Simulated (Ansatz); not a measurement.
Crystal: Fe.

```
CELL_PARAMETERS angstrom
-1.44300 1.44300 1.44300
1.44300 -1.44300 1.44300
1.44300 1.44300 -1.44300
ATOMIC_POSITIONS crystal
Fe 0.00000 0.00000 0.00000
```

Alike in all runs: program Ansatz 0.2.0; functional PBEsol; potentials or basis Ansatz PAW; cutoff 420 eV (not typed: the program's choice for these potentials); k mesh 11 × 11 × 11; occupations fermi-dirac, width 0.05 eV.

The same cell was started in several ways:

```csv
start,free energy over the lowest (meV/atom),net moment (μB),site or absolute moments (μB),gap
"collinear spin, ferromagnetic start of up to 3.8 μB; fixed moment 3.8",1441.0,3.80,Fe +3.52,-
"collinear spin, program default start; fixed moment 0",554.1,0.00,-,-
"collinear spin, ferromagnetic start of up to 0.8 μB; fixed moment 0.8",416.5,0.80,Fe +0.85,-
"collinear spin, ferromagnetic start of up to 3 μB; fixed moment 3",221.5,3.00,Fe +2.95,-
"collinear spin, ferromagnetic start of up to 4.5 μB; fixed moment 4.5",3789.8,4.50,Fe +4.01,-
"collinear spin, ferromagnetic start of up to 6 μB; fixed moment 6",11005.2,6.00,Fe +5.01,-
"collinear spin, ferromagnetic start of up to 1.5 μB; fixed moment 1.5",168.7,1.50,Fe +1.56,-
"collinear spin, ferromagnetic start of up to 2.2 μB; fixed moment 2.2",0.0,2.20,Fe +2.25,-
```

All polarised runs hold their moment fixed, so the table maps the energy against it. A still lower state may exist.

Caveats: the cell is far from rest, so the order of the states can change on relaxing; the total moment is fixed, so each spin has its own Fermi level.
